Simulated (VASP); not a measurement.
The system is PbI2.

```
Pb I
1.0
     4.55500    0.00000    0.00000
    -2.27750    3.94475    0.00000
     0.00000    0.00000    6.97700
Pb I
1 2
Direct
  0.00000 0.00000 0.00000
  0.33333 0.66667 0.26500
  0.66667 0.33333 0.73500
```

```yaml
Program: VASP 6.6.1
Task: relaxation of cell and atoms
Functional: LDA
Potentials_or_basis: VASP PAW LDA potentials, release 64 (Pb_d, I)
Cutoff: 600 eV
k_mesh: 9 × 9 × 4
Occupations: gaussian, width 0.03 eV
Spin: no spin polarisation
```

At the start: pressure -1.0 GPa; volume 41.79 Å³/atom.

Problem. Where does the relaxation end?

Solution. Over 11 steps the energy falls by 7.4 meV/atom and the volume is 39.21 Å³/atom (-6.2 %); space group P-3m1 (No. 164, to 0.05 Å).

The path:
```tsv
step	energy change (eV)	largest force (eV/Å)	pressure (GPa)	volume (Å³)
1	0.0000	0.0582	-1.00	125.36
2	-0.0130	0.1487	0.14	120.70
3	-0.0133	0.1199	-0.03	121.30
4	-0.0146	0.1105	-0.02	120.99
5	-0.0179	0.0807	-0.01	120.05
6	-0.0208	0.0157	0.01	118.20
7	-0.0216	0.0038	-0.03	118.11
8	-0.0221	0.0175	-0.09	117.94
9	-0.0221	0.0132	-0.09	117.97
10	-0.0212	0.0427	0.28	116.60
11	-0.0222	0.0013	0.00	117.63
```

Final structure:
```
Pb I
1.0
     4.47253    0.00000    0.00000
    -2.23626    3.87332    0.00000
     0.00000    0.00000    6.79012
Pb I
1 2
Direct
  0.00000 0.00000 0.00000
  0.33333 0.66667 0.27460
  0.66667 0.33333 0.72540
```
